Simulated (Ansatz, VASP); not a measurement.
## One calculation of Ta, two programs

The input INCAR:

```
PREC     = Accurate       # precision mode
ENCUT    = 520            # plane-wave cutoff, eV
EDIFF    = 1E-6           # SCF threshold, eV
ISMEAR   = -1             # smearing method
SIGMA    = 0.05           # smearing width, eV
LREAL    = False          # projectors in reciprocal space
LASPH    = True           # aspherical terms in the spheres
NELM     = 60             # most SCF steps
ALGO     = Normal         # electronic algorithm
ISIF     = 2              # what is computed and relaxed
LWAVE    = False          # write WAVECAR
LCHARG   = False          # write CHGCAR
GGA      = B5             # functional
ALDAX    = 1.0          
AGGAX    = 1.0          
AGGAC    = 1.0          
ALDAC    = 0.0          
NBANDS   = 12             # bands
```

Contents of KPOINTS:

```
regular mesh
0
Gamma
  11 11 11
```

File POSCAR:

```
Ta
1.0
   -1.6512800000      1.6512800000      1.6512800000
    1.6512800000     -1.6512800000      1.6512800000
    1.6512800000      1.6512800000     -1.6512800000
Ta
1
Direct
    0.0000000000      0.0000000000      0.0000000000
```

The input input.yaml:

```yaml
crystal:
  lattice:
    - [-1.65128, 1.65128, 1.65128]
    - [1.65128, -1.65128, 1.65128]
    - [1.65128, 1.65128, -1.65128]
  atoms:
    - { symbol: Ta, position: [0.0, 0.0, 0.0] }
kpoints:
  mp_grid: { grid: [11, 11, 11] }
  band_path:
    path:
      - [0.0, 0.0, 0.0]
      - [0.5, -0.5, 0.5]
      - [0.0, 0.0, 0.5]
      - [0.0, 0.0, 0.0]
      - [0.25, 0.25, 0.25]
      - [0.5, -0.5, 0.5]
    npoints: 10
scf:
  occupations: { method: fermi_dirac, width: 0.05 }
hamiltonian:
  xc: blyp
  pseudopotentials: { kind: all_electron, lapw: { basis_error: 0.001 } }
output:
  forces: true
  stress: true
  eigenvalues: true
```

Alike in both runs: functional BLYP; k mesh 11 × 11 × 11; occupations fermi-dirac, width 0.05 eV; no spin polarisation.

```csv
,VASP,Ansatz
version,VASP 6.6.1,Ansatz 0.2.0
potentials or method,"VASP PAW PBE potentials, release 64 (Ta_pv)","all-electron LAPW, scalar-relativistic"
plane-wave cutoff (eV),520,see its input
task,single point,band structure
```

|  | VASP | Ansatz | Ansatz less VASP |
| --- | --- | --- | --- |
| gap on the k mesh at the Fermi level (eV) | none | none | - |
| pressure (GPa) | 10.0 | 8.7 | -1.21 |

A gap of «none» marks a metal or a gap that the smearing closes. Ansatz ran all-electron here, so the differences hold the error of VASP's frozen core and of both bases.

Caveats: the PAW data sets were made with another functional, which shifts forces and pressure a little (VASP); spin-orbit coupling is left out, which moves the levels of the heavy elements (Ansatz). Spin-orbit coupling is left out, which matters for the levels of Ta.
